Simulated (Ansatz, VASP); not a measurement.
**V in VASP and in Ansatz**

```
CELL_PARAMETERS angstrom
2.73451 0.00000 0.00000
-1.36725 2.36815 0.00000
0.00000 0.00000 4.95950
ATOMIC_POSITIONS crystal
V 0.66667 0.33333 0.75000
V 0.33333 0.66667 0.25000
```

Change from the starting cell: strain +0.050 along x and y, +0.050 along z, atoms carried along.

Alike in both runs: task single point; functional PBE; k mesh 21 × 21 × 10; occupations gaussian, width 0.15 eV; no spin polarisation.

|  | VASP | Ansatz |
| --- | --- | --- |
| version | VASP 6.6.1 | Ansatz 0.2.0 |
| potentials or method | VASP PAW PBE potentials, release 64 (V_sv) | scalar-relativistic, plane waves, PAW |
| plane-wave cutoff (eV) | 520 | 420 |
| valence electrons in the cell | 26 | 26 |

Ansatz gave:

- gap on the k mesh at the Fermi level (eV): none
- pressure (GPa): -19.1
- largest component of the traceless stress (GPa): 0.26

Task: What did VASP give for the same quantities?

Result: gap on the k mesh at the Fermi level (eV): none; pressure (GPa): -18.9; largest component of the traceless stress (GPa): 0.29.

A gap of «none» marks a metal or a gap that the smearing closes.

Caveats: so large a pressure means that the cell lies far from this level's equilibrium, or that cutoff or potentials fall short (VASP).
